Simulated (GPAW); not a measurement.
# ZnS (Wurtzite-2H) (P6_3mc) in GPAW: notebook

The runs below take ZnS (Wurtzite-2H) through relaxation of cell and atoms, with BLYP+D4, BLYP, BLYP+D3(BJ), rSCAN+D3(BJ).

Program: GPAW 26.7.0. These are calculated values, not measurements. Logs are shortened: lines on timing, memory, paths and dates and some standing lists are left out, and cuts for length are marked. The log counts tension as positive stress, the text compression.

## 1. Starting point

It takes space group P6_3mc (No. 186, hexagonal). The conventional cell has a = 3.811 Å, b = 3.811 Å, c = 6.234 Å, α = 90.00°, β = 90.00°, γ = 120.00°. Around Zn (site symmetry 3m) lie 4 S at 2.31 to 2.40 Å. Around S (site symmetry 3m) lie 4 Zn at 2.31 to 2.40 Å.

## 2. Relaxation of cell and atoms, BLYP+D4, target pressure 10 GPa, at which the enthalpy is minimised

File run.py:

```python
from ase.calculators.mixing import SumCalculator
from ase.filters import FrechetCellFilter
from ase.io import read, write
from ase.optimize import BFGS
from ase.units import GPa
from dftd4.ase import DFTD4
from gpaw import GPAW, PW, setup_paths

setup_paths.insert(0, '.')

atoms = read('ZnS.xyz')

calc = GPAW(mode=PW(600),
            xc='BLYP',
            kpts={'size': (6, 6, 3), 'gamma': True},
            occupations={'name': 'fermi-dirac', 'width': 0.05},
            nbands=31,
            convergence={'density': 1e-05, 'energy': 1e-05},
            eigensolver='davidson',
            maxiter=150,
            txt='gpaw.txt')
atoms.calc = SumCalculator([calc, DFTD4(method='blyp')])
opt = BFGS(FrechetCellFilter(atoms, scalar_pressure=10 * GPa), trajectory='relax.traj', logfile='-')
done = opt.run(fmax=0.05, steps=40)
calc.write('gs.gpw')
write('result.traj', atoms)
print('Converged:', done)
print('Cell:', atoms.cell.cellpar().round(4))
print('Volume:', round(atoms.get_volume(), 4))
print(atoms.get_scaled_positions().round(5))
```

File ZnS.xyz:

```xyz
4
Lattice="3.8110000000 0.0000000000 0.0000000000 -1.9055000000 3.3004228138 0.0000000000 0.0000000000 0.0000000000 6.2340000000" Properties=species:S:1:pos:R:3 pbc="T T T"
Zn     1.9055000002      1.1001409378      3.1170000000
Zn    -0.0000000002      2.2002818760      0.0000000000
S      1.9055000002      1.1001409378      5.5170900000
S     -0.0000000002      2.2002818760      2.4000900000
```

Potentials or basis: PAW data sets generated in the run's folder for this functional, pw.

Run with:

```bash
$ gpaw-setup -f BLYP S Zn
$ OMP_NUM_THREADS=1 python run.py
```

gpaw.txt:

```text
__  _  _
 | _ |_)|_||  |
 |__||  | ||/\| - 26.7.0

Input parameters:
  mode=PW(ecut=600.0),
  convergence={'density': 1e-05, 'energy': 1e-05},
  eigensolver=Davidson(niter=2),
  kpts=MonkhorstPack(size=(6, 6, 3), gamma=True),
  maxiter=150,
  nbands=31,
  occupations=Occupations(name='fermi-dirac', width=0.05),
  xc=XC(name='BLYP')

Diagonalizing LCAO Hamiltonian
Converting LCAO to pw mode

            S

            Zn
        S

        Zn

Atoms  # Å, Bohr magnetons
|   | symbol |         x |        y |        z |    initial magnetic moments |
|---|--------|-----------|----------|----------|-----------------------------|
| 0 |     Zn |  1.905500 | 1.100141 | 3.117000 | ( 0.0000,  0.0000,  0.0000) |
| 1 |     Zn | -0.000000 | 2.200282 | 0.000000 | ( 0.0000,  0.0000,  0.0000) |
| 2 |      S |  1.905500 | 1.100141 | 5.517090 | ( 0.0000,  0.0000,  0.0000) |
| 3 |      S | -0.000000 | 2.200282 | 2.400090 | ( 0.0000,  0.0000,  0.0000) |

Unit cell  # Å
| periodic |         x |        y |        z |  lengths |     angles |
|----------|-----------|----------|----------|----------|------------|
|      yes |  3.811000 | 0.000000 | 0.000000 | 3.811000 |  90.000000 |
|      yes | -1.905500 | 3.300423 | 0.000000 | 3.811000 |  90.000000 |
|      yes |  0.000000 | 0.000000 | 6.234000 | 6.234000 | 120.000000 |

Number of symmetries: 6
Symmetry operations  # r_c * U_cc + t_c -> r_c
|   | kind |            matrix            |
|---|------|------------------------------|
| 0 |  σ   |  1, 1, 0,  0,-1, 0,  0, 0, 1 |
| 1 |  E   |  1, 0, 0,  0, 1, 0,  0, 0, 1 |
| 2 |  C3  |  0, 1, 0, -1,-1, 0,  0, 0, 1 |
| 3 |  σ   |  0,-1, 0, -1, 0, 0,  0, 0, 1 |
| 4 |  σ   | -1, 0, 0,  1, 1, 0,  0, 0, 1 |
| 5 |  C3  | -1,-1, 0,  1, 0, 0,  0, 0, 1 |

BZ-sampling:
  Number of BZ points: 108
  Number of IBZ points: 17
[... 119 lines left out ...]
xc functional:
  name: BLYP with 2 nearest neighbor stencil

convergence criteria:
- Maximum integral of absolute [dens]ity change: 1e-05 electrons / valence electron
- Maximum [total energy] change in last 3 cyles: 1e-05 eV / valence electron
- Maximum integral of absolute [eigenst]ate change: 4e-08 eV^2 / valence electron
maximum number of iterations: 150

SCF iterations
|iter     | |      energy | eigst |  dens |
|---------|-|-------------|-------|-------|
|iter:   1| |  -12.310440 | +0.21 |       |
|iter:   2| |  -12.214728 | -0.63 | -1.16 |
|iter:   3| |  -11.907923 | -0.94 | -1.19 |
|iter:   4| |  -11.573046 | -1.42 | -1.65 |
|iter:   5| |  -11.558048 | -3.00 | -1.97 |
|iter:   6| |  -11.559425 | -3.43 | -2.36 |
|iter:   7| |  -11.559107 | -4.60 | -2.98 |
|iter:   8| |  -11.559090c| -5.15 | -3.38 |
|iter:   9| |  -11.559096c| -6.15 | -3.93 |
|iter:  10| |  -11.559096c| -7.16 | -4.52 |
|iter:  11| |  -11.559096c| -7.74c| -4.86 |
|iter:  12| |  -11.559096c| -8.65c| -5.36c|

Converged in 12 steps
Energy contributions relative to reference atoms: (reference = -119468.370463)

Energy contributions:
  Kinetic:          35.204807
  Coulomb:         -30.074333
  Zero:              0.095383
  External:          0.000000
  Xc:              -16.784953
  Entropy:          -0.000000
  Spinorbit:         0.000000
  ----------------------------
  Free energy:     -11.559096
  Extrapolated:    -11.559096
[... 275 lines left out ...]
Stress tensor  # eV/Ang^3
|         x |         y |         z |
|-----------|-----------|-----------|
| -0.044737 | -0.000000 |  0.000000 |
| -0.000000 | -0.044737 | -0.000000 |
|  0.000000 | -0.000000 | -0.034786 |

Forces  # eV/Ang
|        x |        y |        z |
|----------|----------|----------|
| -0.00000 |  0.00000 |  0.29671 |  # Zn   0
|  0.00000 | -0.00000 |  0.29625 |  # Zn   1
|  0.00000 |  0.00000 | -0.29720 |  # S    2
|  0.00000 |  0.00000 | -0.29592 |  # S    3

Diagonalizing LCAO Hamiltonian
Converting LCAO to pw mode

           S

        S  Zn

        Zn

Atoms  # Å, Bohr magnetons
|   | symbol |         x |        y |        z |    initial magnetic moments |
|---|--------|-----------|----------|----------|-----------------------------|
| 0 |     Zn |  1.833978 | 1.058848 | 3.022782 | ( 0.0000,  0.0000,  0.0000) |
| 1 |     Zn | -0.000000 | 2.117696 | 0.043037 | ( 0.0000,  0.0000,  0.0000) |
| 2 |      S |  1.833978 | 1.058848 | 5.230882 | ( 0.0000,  0.0000,  0.0000) |
| 3 |      S | -0.000000 | 2.117696 | 2.251362 | ( 0.0000,  0.0000,  0.0000) |

Unit cell  # Å
| periodic |         x |         y |         z |  lengths |     angles |
|----------|-----------|-----------|-----------|----------|------------|
|      yes |  3.667957 | -0.000000 | -0.000000 | 3.667957 |  90.000000 |
|      yes | -1.833978 |  3.176544 |  0.000000 | 3.667957 |  90.000000 |
|      yes | -0.000000 |  0.000000 |  5.959370 | 5.959370 | 120.000000 |
[... 130 lines left out ...]
xc functional:
  name: BLYP with 2 nearest neighbor stencil

convergence criteria:
- Maximum integral of absolute [dens]ity change: 1e-05 electrons / valence electron
- Maximum [total energy] change in last 3 cyles: 1e-05 eV / valence electron
- Maximum integral of absolute [eigenst]ate change: 4e-08 eV^2 / valence electron
maximum number of iterations: 150

SCF iterations
|iter     | |      energy | eigst |  dens |
|---------|-|-------------|-------|-------|
|iter:   1| |  -11.669571 | +0.34 |       |
|iter:   2| |  -11.624151 | -0.43 | -1.17 |
|iter:   3| |  -11.967445 | -0.71 | -1.20 |
|iter:   4| |  -10.946063 | -1.03 | -1.49 |
|iter:   5| |  -10.929685 | -2.97 | -1.89 |
|iter:   6| |  -10.931584 | -3.23 | -2.30 |
|iter:   7| |  -10.930999 | -4.47 | -2.93 |
|iter:   8| |  -10.930910 | -4.72 | -3.25 |
|iter:   9| |  -10.930913c| -6.13 | -4.00 |
|iter:  10| |  -10.930913c| -7.11 | -4.64 |
|iter:  11| |  -10.930913c| -8.02c| -4.93 |
|iter:  12| |  -10.930913c| -8.45c| -5.34c|

Converged in 12 steps
Energy contributions relative to reference atoms: (reference = -119468.370463)

Energy contributions:
  Kinetic:          52.068872
  Coulomb:         -43.056457
  Zero:              0.030633
  External:          0.000000
  Xc:              -19.973961
  Entropy:          -0.000000
  Spinorbit:         0.000000
  ----------------------------
  Free energy:     -10.930913
  Extrapolated:    -10.930913
[... 912 lines left out ...]
xc functional:
  name: BLYP with 2 nearest neighbor stencil

convergence criteria:
- Maximum integral of absolute [dens]ity change: 1e-05 electrons / valence electron
- Maximum [total energy] change in last 3 cyles: 1e-05 eV / valence electron
- Maximum integral of absolute [eigenst]ate change: 4e-08 eV^2 / valence electron
maximum number of iterations: 150

SCF iterations
|iter     | |      energy | eigst |  dens |
|---------|-|-------------|-------|-------|
|iter:   1| |  -11.040559 |       |       |
|iter:   2| |  -11.040621 | -3.47 | -3.02 |
|iter:   3| |-30257404892.578346 |+15.70 | -3.01 |
|iter:   4| |   36.398363 | +2.34 | +0.79 |
|iter:   5| |   -7.618464 | +1.40 | -0.78 |
|iter:   6| |  -10.337812 | +0.71 | -1.49 |
|iter:   7| |  -10.907656 | -0.04 | -2.05 |
|iter:   8| |  -11.015924 | -0.75 | -2.42 |
|iter:   9| |  -11.037786 | -1.77 | -3.20 |
|iter:  10| |  -11.039899 | -2.47 | -3.20 |
|iter:  11| |  -11.040273 | -3.24 | -3.21 |
|iter:  12| |  -11.040300 | -3.98 | -3.38 |
|iter:  13| |  -11.040304c| -4.82 | -3.73 |
|iter:  14| |  -11.040305c| -5.90 | -3.99 |
|iter:  15| |  -11.040305c| -6.74 | -4.23 |
|iter:  16| |  -11.040305c| -7.40c| -4.59 |
|iter:  17| |  -11.040305c| -7.61c| -4.95 |
|iter:  18| |  -11.040305c| -8.62c| -5.35c|

Converged in 18 steps
Energy contributions relative to reference atoms: (reference = -119468.370463)
[... 40 lines left out ...]
Gap: 2.736 eV
Transition (v -> c):
  (s=0, k=0, n=17, [0.00, 0.00, 0.00]) -> (s=0, k=0, n=18, [0.00, 0.00, 0.00])
No difference between direct/indirect transitions

Stress tensor  # eV/Ang^3
|         x |         y |         z |
|-----------|-----------|-----------|
| -0.103932 | -0.000000 | -0.000000 |
| -0.000000 | -0.103932 |  0.000000 |
| -0.000000 |  0.000000 | -0.108517 |

Forces  # eV/Ang
|       x |        y |        z |
|---------|----------|----------|
| 0.00000 | -0.00000 |  0.02757 |  # Zn   0
| 0.00000 | -0.00000 |  0.02716 |  # Zn   1
| 0.00001 | -0.00001 | -0.02845 |  # S    2
| 0.00000 | -0.00000 | -0.02792 |  # S    3

Interpolating wave functions to new cell

           S

        S  Zn

        Zn

Atoms  # Å, Bohr magnetons
|   | symbol |        x |        y |        z |    initial magnetic moments |
|---|--------|----------|----------|----------|-----------------------------|
| 0 |     Zn | 1.835927 | 1.059973 | 3.043874 | ( 0.0000,  0.0000,  0.0000) |
| 1 |     Zn | 0.000000 | 2.119946 | 0.031439 | ( 0.0000,  0.0000,  0.0000) |
| 2 |      S | 1.835927 | 1.059973 | 5.300607 | ( 0.0000,  0.0000,  0.0000) |
| 3 |      S | 0.000000 | 2.119946 | 2.288114 | ( 0.0000,  0.0000,  0.0000) |
[... 913 lines left out ...]
Stress tensor  # eV/Ang^3
|         x |         y |         z |
|-----------|-----------|-----------|
| -0.104252 | -0.000000 | -0.000000 |
| -0.000000 | -0.104252 |  0.000000 |
| -0.000000 |  0.000000 | -0.101688 |

Forces  # eV/Ang
|        x |        y |        z |
|----------|----------|----------|
|  0.00000 | -0.00000 |  0.01627 |  # Zn   0
|  0.00000 | -0.00000 |  0.01609 |  # Zn   1
| -0.00000 |  0.00000 | -0.01723 |  # S    2
| -0.00000 |  0.00000 | -0.01586 |  # S    3

# Writing to gs.gpw (mode='')
```

Wall time 5 min (1 thread of Intel Xeon Platinum 8488C (Sapphire Rapids), shared host); peak memory 0.33 GiB.

What came out:

```
Free energy                                            : -13.6857 eV
Relaxed volume                                         : 17.61 Å³/atom
Relaxed cell                                           : a = 3.662 Å, b = 3.662 Å, c = 6.066 Å, α = 90.00°, β = 90.00°, γ = 120.00°
Space group after relaxing (to 0.05 Å)                 : P6_3mc (No. 186)
Energy change on relaxing (the enthalpy is what falls) : +50.2 meV/atom
Ionic steps                                            : 11
Pressure after relaxing                                : 9.9 GPa
Largest force after relaxing                           : 0.028 eV/Å
Band gap on the k mesh                                 : 2.68 eV, direct
Dispersion energy per atom                             : -0.657 eV
```

Forces in eV/Å, atoms in the order of the input:
```
Zn   0.000  0.000  0.027
Zn   0.000  0.000  0.027
S    0.000  0.000 -0.028
S    0.000  0.000 -0.026
```

Stress tensor (GPa, compression positive):
```
10.03  0.00  0.00
 0.00 10.03  0.00
 0.00  0.00  9.72
```

The path:
```csv
step,energy change (eV),largest force (eV/Å),pressure (GPa),volume (Å³)
1,0.0000,0.3338,0.10,78.41
2,-0.0025,0.3029,1.05,77.40
3,0.2852,0.2962,11.82,69.44
4,0.1760,0.0583,9.20,70.95
5,0.1904,0.0500,9.61,70.70
6,0.2119,0.0096,10.20,70.33
7,0.2127,0.0388,10.23,70.31
8,0.2096,0.0630,10.16,70.35
9,0.2054,0.0741,10.06,70.41
10,0.2010,0.0611,9.94,70.46
11,0.2008,0.0278,9.93,70.46
```

Final structure:
```xyz
4
Lattice="3.6622 0.0000 0.0000 -1.8311 3.1716 0.0000 0.0000 0.0000 6.0662" Properties=species:S:1:pos:R:3 pbc="T T T"
Zn    1.8311    1.0572    3.0735
Zn    0.0000    2.1144    0.0403
S     1.8311    1.0572    5.3283
S     0.0000    2.1144    2.2951
```

Levels at points of the mesh, in eV from the valence-band top:
```csv
k point,band 15,band 16,band 17,band 18,band 19,band 20,band 21,band 22
"(0.00, 0.00, 0.00)",-1.04,-0.16,0.00,0.00,2.68,3.39,6.26,6.26
"(0.50, 0.00, 0.00)",-3.80,-2.61,-2.03,-1.04,3.66,4.48,5.06,6.83
"(0.50, 0.50, 0.00)",-3.80,-2.61,-2.03,-1.04,3.66,4.48,5.06,6.83
```

Caveat: later steps reuse the first step's grids.

## 3. Relaxation of cell and atoms, BLYP

File run.py:

```python
from ase.filters import FrechetCellFilter
from ase.io import read, write
from ase.optimize import BFGS
from gpaw import GPAW, PW, setup_paths

setup_paths.insert(0, '.')

atoms = read('ZnS.cif')

calc = GPAW(mode=PW(600),
            xc='BLYP',
            kpts={'size': (6, 6, 3), 'gamma': True},
            occupations={'name': 'fermi-dirac', 'width': 0.05},
            nbands=31,
            convergence={'density': 1e-06, 'energy': 1e-06, 'eigenstates': 1e-10},
            eigensolver='davidson',
            maxiter=150,
            txt='gpaw.txt')
atoms.calc = calc
opt = BFGS(FrechetCellFilter(atoms), trajectory='relax.traj', logfile='-')
done = opt.run(fmax=0.02, steps=40)
calc.write('gs.gpw')
write('result.traj', atoms)
print('Converged:', done)
print('Cell:', atoms.cell.cellpar().round(4))
print('Volume:', round(atoms.get_volume(), 4))
print(atoms.get_scaled_positions().round(5))
```

File ZnS.cif:

```cif
data_ZnS
_cell_length_a 3.81100000
_cell_length_b 3.81100000
_cell_length_c 6.23400000
_cell_angle_alpha 90.00000000
_cell_angle_beta 90.00000000
_cell_angle_gamma 120.00000000
_space_group_name_H-M_alt 'P1'
_space_group_name_Hall 'P 1'
_space_group_IT_number 1
loop_
_space_group_symop_operation_xyz
'x,y,z'
loop_
_atom_site_label
_atom_site_type_symbol
_atom_site_symmetry_multiplicity
_atom_site_Wyckoff_symbol
_atom_site_fract_x
_atom_site_fract_y
_atom_site_fract_z
_atom_site_occupancy
Zn1 Zn 1 a 0.6666666667 0.3333333333 0.5000000000 1
Zn2 Zn 1 a 0.3333333333 0.6666666667 0.0000000000 1
S1 S 1 a 0.6666666667 0.3333333333 0.8850000000 1
S2 S 1 a 0.3333333333 0.6666666667 0.3850000000 1
```

Potentials or basis: PAW data sets generated in the run's folder for this functional, pw.

Run with:

```bash
$ gpaw-setup -f BLYP S Zn
$ OMP_NUM_THREADS=1 python run.py
```

gpaw.txt:

```text
__  _  _
 | _ |_)|_||  |
 |__||  | ||/\| - 26.7.0

Input parameters:
  mode=PW(ecut=600.0),
  convergence={'density': 1e-06, 'energy': 1e-06, 'eigenstates': 1e-10},
  eigensolver=Davidson(niter=2),
  kpts=MonkhorstPack(size=(6, 6, 3), gamma=True),
  maxiter=150,
  nbands=31,
  occupations=Occupations(name='fermi-dirac', width=0.05),
  xc=XC(name='BLYP')

Diagonalizing LCAO Hamiltonian
Converting LCAO to pw mode

            S

            Zn
        S

        Zn

Atoms  # Å, Bohr magnetons
|   | symbol |         x |        y |        z |    initial magnetic moments |
|---|--------|-----------|----------|----------|-----------------------------|
| 0 |     Zn |  1.905500 | 1.100141 | 3.117000 | ( 0.0000,  0.0000,  0.0000) |
| 1 |     Zn | -0.000000 | 2.200282 | 0.000000 | ( 0.0000,  0.0000,  0.0000) |
| 2 |      S |  1.905500 | 1.100141 | 5.517090 | ( 0.0000,  0.0000,  0.0000) |
| 3 |      S | -0.000000 | 2.200282 | 2.400090 | ( 0.0000,  0.0000,  0.0000) |

Unit cell  # Å
| periodic |         x |        y |        z |  lengths |     angles |
|----------|-----------|----------|----------|----------|------------|
|      yes |  3.811000 | 0.000000 | 0.000000 | 3.811000 |  90.000000 |
|      yes | -1.905500 | 3.300423 | 0.000000 | 3.811000 |  90.000000 |
[... 1455 lines left out ...]
Atoms  # Å, Bohr magnetons
|   | symbol |         x |        y |        z |    initial magnetic moments |
|---|--------|-----------|----------|----------|-----------------------------|
| 0 |     Zn |  1.955476 | 1.128994 | 3.227980 | ( 0.0000,  0.0000,  0.0000) |
| 1 |     Zn | -0.000000 | 2.257989 | 0.032059 | ( 0.0000,  0.0000,  0.0000) |
| 2 |      S |  1.955476 | 1.128994 | 5.624717 | ( 0.0000,  0.0000,  0.0000) |
| 3 |      S | -0.000000 | 2.257989 | 2.428797 | ( 0.0000,  0.0000,  0.0000) |

Unit cell  # Å
| periodic |         x |        y |         z |  lengths |     angles |
|----------|-----------|----------|-----------|----------|------------|
|      yes |  3.910951 | 0.000000 |  0.000000 | 3.910951 |  90.000000 |
|      yes | -1.955476 | 3.386983 | -0.000000 | 3.910951 |  90.000000 |
|      yes | -0.000000 | 0.000000 |  6.391841 | 6.391841 | 120.000000 |

Number of symmetries: 6
Symmetry operations  # r_c * U_cc + t_c -> r_c
|   | kind |            matrix            |
|---|------|------------------------------|
| 0 |  σ   |  1, 1, 0,  0,-1, 0,  0, 0, 1 |
| 1 |  E   |  1, 0, 0,  0, 1, 0,  0, 0, 1 |
| 2 |  C3  |  0, 1, 0, -1,-1, 0,  0, 0, 1 |
| 3 |  σ   |  0,-1, 0, -1, 0, 0,  0, 0, 1 |
| 4 |  σ   | -1, 0, 0,  1, 1, 0,  0, 0, 1 |
| 5 |  C3  | -1,-1, 0,  1, 0, 0,  0, 0, 1 |
[... 375 lines left out ...]
SCF iterations
|iter     | |      energy | eigst |  dens |
|---------|-|-------------|-------|-------|
|iter:   1| |  -11.680154 |       |       |
|iter:   2| |  -11.680306 | -3.31 | -2.86 |
|iter:   3| |  -11.681405 | -3.63 | -2.87 |
|iter:   4| |  -11.679827 | -3.82 | -2.87 |
|iter:   5| |  -11.679828 | -5.32 | -3.66 |
|iter:   6| |  -11.679827c| -6.37 | -3.96 |
|iter:   7| |  -11.679827c| -7.24 | -4.47 |
|iter:   8| |  -11.679827c| -8.31 | -5.09 |
|iter:   9| |  -11.679827c| -9.00 | -5.61 |
|iter:  10| |  -11.679827c| -9.84 | -6.19c|
|iter:  11| |  -11.679827c|-10.60c| -6.76c|

Converged in 11 steps
Energy contributions relative to reference atoms: (reference = -119468.370463)

Energy contributions:
  Kinetic:          26.408306
  Coulomb:         -23.250435
  Zero:              0.129687
  External:          0.000000
  Xc:              -14.967385
  Entropy:          -0.000000
  Spinorbit:         0.000000
  ----------------------------
  Free energy:     -11.679827
  Extrapolated:    -11.679827
[... 40 lines left out ...]
Forces  # eV/Ang
|        x |        y |        z |
|----------|----------|----------|
| -0.00000 |  0.00000 |  0.01038 |  # Zn   0
|  0.00000 | -0.00000 |  0.01038 |  # Zn   1
| -0.00000 |  0.00000 | -0.01037 |  # S    2
|  0.00000 | -0.00000 | -0.01036 |  # S    3

# Writing to gs.gpw (mode='')
```

Wall time 2.6 min (1 thread of Intel Xeon Platinum 8488C (Sapphire Rapids), shared host); peak memory 0.24 GiB.

What came out:

- Free energy: -11.6798 eV
- Relaxed volume: 21.15 Å³/atom
- Relaxed cell: a = 3.909 Å, b = 3.909 Å, c = 6.392 Å, α = 90.00°, β = 90.00°, γ = 120.00°
- Space group after relaxing (to 0.05 Å): P6_3mc (No. 186)
- Energy gained by relaxing: 30.2 meV/atom
- Ionic steps: 8
- Pressure after relaxing: 0.0 GPa
- Largest force after relaxing: 0.010 eV/Å
- Band gap on the k mesh: 1.84 eV, direct

Forces on the atoms (eV/Å):
```
Zn   0.000  0.000  0.010
Zn   0.000  0.000  0.010
S    0.000  0.000 -0.010
S    0.000  0.000 -0.010
```

The path:
```csv
step,energy change (eV),largest force (eV/Å),pressure (GPa),volume (Å³)
1,0.0000,0.3288,5.56,78.41
2,-0.0250,0.2758,4.91,78.98
3,-0.1138,0.0755,0.99,83.22
4,-0.1161,0.0920,0.57,83.76
5,-0.1183,0.0787,0.16,84.31
6,-0.1201,0.0389,-0.10,84.65
7,-0.1207,0.0021,-0.11,84.67
8,-0.1207,0.0104,-0.05,84.58
```

Final structure:
```
Zn S
1.0
     3.90888    0.00000    0.00000
    -1.95444    3.38519    0.00000
     0.00000    0.00000    6.39211
Zn S
2 2
Direct
  0.66667 0.33333 0.50484
  0.33333 0.66667 0.00484
  0.66667 0.33333 0.88016
  0.33333 0.66667 0.38016
```

Caveat: later steps reuse the first step's grids. BLYP gives volumes clearly too large for solids.

[end of part 1 of 2]
